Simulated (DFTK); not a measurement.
Wanted: the native input for a DFTK 0.8.2 run.

```
Task                         : band structure
Functional                   : LDA
Potentials or basis          : SG15 1.2 (PBE)
Cutoff                       : 1225 eV
k mesh                       : 12 × 12 × 12
Occupations                  : fermi-dirac, width 0.05 eV
Spin                         : no spin polarisation
Valence electrons            : Mo 14
SCF tolerance on the density : 1e-06
```

The system is Mo.

```
CELL_PARAMETERS angstrom
-1.58381 1.58381 1.58381
1.58381 -1.58381 1.58381
1.58381 1.58381 -1.58381
ATOMIC_POSITIONS crystal
Mo 0.00000 0.00000 0.00000
```

The input as run:

run.jl

```julia
using DFTK
using PseudoPotentialData
using Unitful, UnitfulAtomic
using LinearAlgebra, Printf
include("save.jl")
disable_threading()

# lattice vectors are the columns
lattice = austrip(1u"Å") * [ -1.5838089719   1.5838089719   1.5838089719;
             1.5838089719  -1.5838089719   1.5838089719;
             1.5838089719   1.5838089719  -1.5838089719]
symbols   = [:Mo]
positions = [[0.0, 0.0, 0.0]]
pseudopotentials = Dict(:Mo => "Mo.upf")
elements = Dict(s => ElementPsp(s, pseudopotentials; rcut=10.0) for s in unique(symbols))
atoms    = [elements[s] for s in symbols]

build_model(lattice, positions; symmetries=true) =
    model_DFT(lattice, atoms, positions;
              functionals=LDA(),
              temperature=austrip(0.05u"eV"),
              smearing=Smearing.FermiDirac(),
              symmetries)
Ecut  = 45.0  # hartree
kgrid = [12, 12, 12]
tol   = 1e-6
to_GPa = ustrip(uconvert(u"GPa", 1u"hartree/bohr^3"))

model = build_model(lattice, positions)
basis = PlaneWaveBasis(model; Ecut, kgrid)
display(basis)
scfres = self_consistent_field(basis;
                               tol,
                               nbandsalg=AdaptiveBands(model; n_bands_converge=12))
display(scfres.energies)
@printf "Fermi level: %.6f eV\n" ustrip(auconvert(u"eV", something(scfres.εF, NaN)))
forces = compute_forces_cart(scfres)
println("Forces (eV/Å)")
for (s, f) in zip(symbols, forces)
    @printf "%-3s %12.6f %12.6f %12.6f\n" s ustrip.(auconvert.(u"eV/Å", f))...
end
stress = compute_stresses_cart(scfres)
println("Stress (GPa)")
display(round.(stress * to_GPa; digits=4))
println("Levels at the first k-point (eV): ", round.(ustrip.(auconvert.(u"eV", scfres.eigenvalues[1][1:scfres.n_bands_converge])); digits=4))
save_scf!(scfres; forces, stress)

points = Dict("G" => [0.0, 0.0, 0.0], "H" => [0.5, -0.5, 0.5], "P" => [0.25, 0.25, 0.25], "N" => [0.0, 0.0, 0.5])
segments = [("G", "H", 10), ("H", "N", 7), ("N", "G", 7), ("G", "P", 8), ("P", "H", 8), ("P", "N", 5)]
kcoords = vcat([[points[a] + t * (points[b] - points[a]) for t in range(0, 1, n)] for (a, b, n) in segments]...)
bands = compute_bands(scfres, ExplicitKpoints(kcoords); n_bands=14, tol=1e-5)
for (k, ε) in zip(bands.basis.kpoints, bands.eigenvalues)
    @printf "%d %8.4f %8.4f %8.4f " k.spin k.coordinate...
    println(join([@sprintf("%9.4f", e) for e in ustrip.(auconvert.(u"eV", ε .- scfres.εF))]))
end
results["band_energies"] = rows(bands.eigenvalues); results["band_kpoints"] = rows(kcoords)
```

Potentials or basis: SG15 1.2 (PBE).

Command:

```bash
$ julia --threads=1 run.jl  # save.jl only writes the numbers to a file and isn't shown; printed stress counts tension as positive; times include loading and compiling
```

Results of the run:

- Pressure: -13.2 GPa
- Band gap on the k mesh: none (metal or under the smearing width)

Caveat: the potentials were made for another functional, which shifts forces and pressure.

Run time: 4.4 min on 1 thread of Intel(R) Xeon(R) Processor @ 2.50GHz (Skylake/Cascade Lake), with other jobs on the host, peak memory 1.7 GiB.
